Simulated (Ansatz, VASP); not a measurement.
Ta2N in VASP and in Ansatz

File POSCAR:

```
Ta2N
1.0
    3.0493158896      0.0000000000      0.0000000000
   -1.5246579448      2.6407850245      0.0000000000
    0.0000000000      0.0000000000      4.7704285953
Ta N
2 1
Direct
    0.3333333333      0.6666666667      0.2547110000
    0.6666666667      0.3333333333      0.7452890000
    0.0000000000      0.0000000000      0.0000000000
```

Contents of INCAR.step1:

```
ALGO = Normal ; EDIFF = 1E-4
ENCUT = 520 ; GGA = PE
ISMEAR = -1 ; LASPH = T
LCHARG = F ; LREAL = F
LWAVE = T ; NBANDS = 20
NELM = 60 ; PREC = Accurate
SIGMA = 0.05
```

INCAR.step2

```
ALGO = Normal ; EDIFF = 1E-7
ENCUT = 520 ; ISIF = 2
ISMEAR = -1 ; ISTART = 1
LASPH = T ; LCHARG = F
LMIXTAU = T ; LREAL = F
LWAVE = F ; METAGGA = R2SCAN
NBANDS = 20 ; NELM = 60
PREC = Accurate ; SIGMA = 0.05
```

File KPOINTS:

```
k-points
0
Gamma
  10 10 6
```

The input input.yaml:

```yaml
crystal:
  lattice:
    - [3.0493158896, 0.0, 0.0]
    - [-1.5246579448, 2.6407850245, 0.0]
    - [0.0, 0.0, 4.7704285953]
  atoms:
    - { symbol: Ta, position: [0.3333333333, 0.6666666667, 0.254711] }
    - { symbol: Ta, position: [0.6666666667, 0.3333333333, 0.745289] }
    - { symbol: "N", position: [0.0, 0.0, 0.0] }
hamiltonian:
  xc: r2scan
  pseudopotentials: { kind: paw }
kpoints:
  mp_grid: { grid: [10, 10, 6] }
scf:
  occupations: { method: fermi_dirac, width: 0.05 }
output:
  forces: true
  stress: true
  eigenvalues: true
  write_density: true
  write_potential: true
  elf: true
  volumetric_format: npy
```

The cell comes from a database or a generator and needn't be the stable form of this composition.

Alike in both runs: task single point; functional r2SCAN; k mesh 10 × 10 × 6; occupations fermi-dirac, width 0.05 eV; no spin polarisation.

|  | VASP | Ansatz |
| --- | --- | --- |
| version | VASP 6.6.1 | Ansatz 0.2.0 |
| potentials or method | VASP PAW PBE potentials, release 64 (Ta_pv, N) | Ansatz PAW |
| plane-wave cutoff (eV) | 520 | 500 |
| valence electrons in the cell | 27 | 31 |

Ansatz gave:

```
gap on the k mesh at the Fermi level (eV)       : none
pressure (GPa)                                  : 14.3
largest component of the traceless stress (GPa) : 2.26
rms of the force components (eV/Å)              : 0.230
```

Task: What did VASP give for the same quantities?

Result: gap on the k mesh at the Fermi level (eV): none; pressure (GPa): 15.6; largest component of the traceless stress (GPa): 2.08; rms of the force components (eV/Å): 0.273.

Atom by atom the forces differ by 0.043 eV/Å (rms over components). A gap of «none» marks a metal or a gap that the smearing closes. With one functional, cell and mesh, what is left measures potentials, basis and numerics. The two sets of potentials don't hold the same shells in valence.

Caveats: so large a pressure means that the cell lies far from this level's equilibrium, or that cutoff or potentials fall short (VASP); the potentials were made for another functional, which shifts forces and pressure (VASP); the PAW data sets come from PBE, with cores solved anew for the run's functional, which leaves a small shift of forces and pressure (Ansatz). The runs have no spin-orbit coupling, so splittings on Ta are missing.
